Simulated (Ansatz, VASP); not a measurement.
**AlAu in VASP and in Ansatz**

INCAR

```
SYSTEM = AlAu
ALGO = Normal
EDIFF = 1E-6
EDIFFG = -0.01
ENCUT = 600
GGA = PS
IBRION = 2
ISIF = 3
ISMEAR = 0
LASPH = .True.
LCHARG = .False.
LREAL = .False.
LWAVE = .False.
NELM = 100
NSW = 80
PREC = Accurate
SIGMA = 0.1
```

KPOINTS

```
k-points
0
Gamma
  14 14 14
  0 0 0
```

File POSCAR:

```
AlAu
1.0
    3.1754277313      0.0000000000      0.0000000000
    0.0000000000      3.1754277313      0.0000000000
    0.0000000000      0.0000000000      3.1754277313
Al Au
1 1
Direct
    0.5000000000      0.5000000000      0.5000000000
    0.0000000000      0.0000000000      0.0000000000
```

Input for Ansatz:

```yaml
crystal:
  lattice:
    - [3.1754277313, 0.0, 0.0]
    - [0.0, 3.1754277313, 0.0]
    - [0.0, 0.0, 3.1754277313]
  atoms:
    - { symbol: Al, position: [0.5, 0.5, 0.5] }
    - { symbol: Au, position: [0.0, 0.0, 0.0] }
basis:
  ecutwfc: 420
kpoints:
  mp_grid: { grid: [14, 14, 14] }
hamiltonian:
  xc: pbesol
scf:
  occupations: { method: gaussian, width: 0.1 }
output:
  forces: true
  stress: true
  eigenvalues: true
relax:
  adjacent_minimum: "off"
  f_tol: 0.01
  max_steps: 60
  cell: { stress_tol: 0.1 }
```

Alike in both runs: task relaxation of cell and atoms; functional PBEsol; k mesh 14 × 14 × 14; occupations gaussian, width 0.1 eV; no spin polarisation.

```csv
,VASP,Ansatz
version,VASP 6.6.1,Ansatz 0.2.0
potentials or method,"VASP PAW PBE potentials, release 64 (Al, Au)","scalar-relativistic, plane waves, PAW"
plane-wave cutoff (eV),600,420
valence electrons in the cell,14,22
```

Ansatz gave:

- gap on the k mesh at the Fermi level, each at its own relaxed structure (eV): none
- relaxed volume (Å³/atom): 16.04
- relaxed cell length with the largest relative difference (Å): 3.177

Which values does VASP return?

gap on the k mesh at the Fermi level, each at its own relaxed structure (eV): none; relaxed volume (Å³/atom): 16.01; relaxed cell length with the largest relative difference (Å): 3.175.

A gap of «none» marks a metal or a gap that the smearing closes. The two sets of potentials don't hold the same shells in valence.

Caveats: the relaxation stopped at its first step, so nothing moved; the PAW data sets were made with another functional, which shifts forces and pressure a little (VASP). Spin-orbit coupling is left out, which matters for the levels of Au.
